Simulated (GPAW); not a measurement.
The system is KMgF3.

```
K Mg F
1.0
     3.98590    0.00000    0.00000
     0.00000    3.98590    0.00000
     0.00000    0.00000    3.98590
K Mg F
1 1 3
Direct
  0.50000 0.50000 0.50000
  0.00000 0.00000 0.00000
  0.00000 0.00000 0.50000
  0.00000 0.50000 0.00000
  0.50000 0.00000 0.00000
```

Base run:

| Property | Result |
| --- | --- |
| Program | GPAW 26.7.0 |
| Functional | PBEsol |
| Potentials or basis | PAW data sets generated in the run's folder for this functional |
| Cutoff | 650 eV |
| Basis | pw |
| k mesh | 6 × 6 × 6 |
| Occupations | fermi-dirac, width 0.001 eV |
| Spin | no spin polarisation |

Its results: band gap on the k mesh 7.13 eV, indirect (least direct gap 7.46 eV); electronic dielectric tensor (diagonal) 2.02.

Problem. The run is repeated on the same cell with these changes: functional from PBEsol to AM05. What comes out?

Solution. Band gap on the k mesh 7.32 eV, indirect (least direct gap 7.64 eV); electronic dielectric tensor (diagonal) 2.00.

Caveats: the long-wavelength limit can be off by a per cent or two; an odd mesh through Γ misses points on the zone boundary, where band edges often lie.
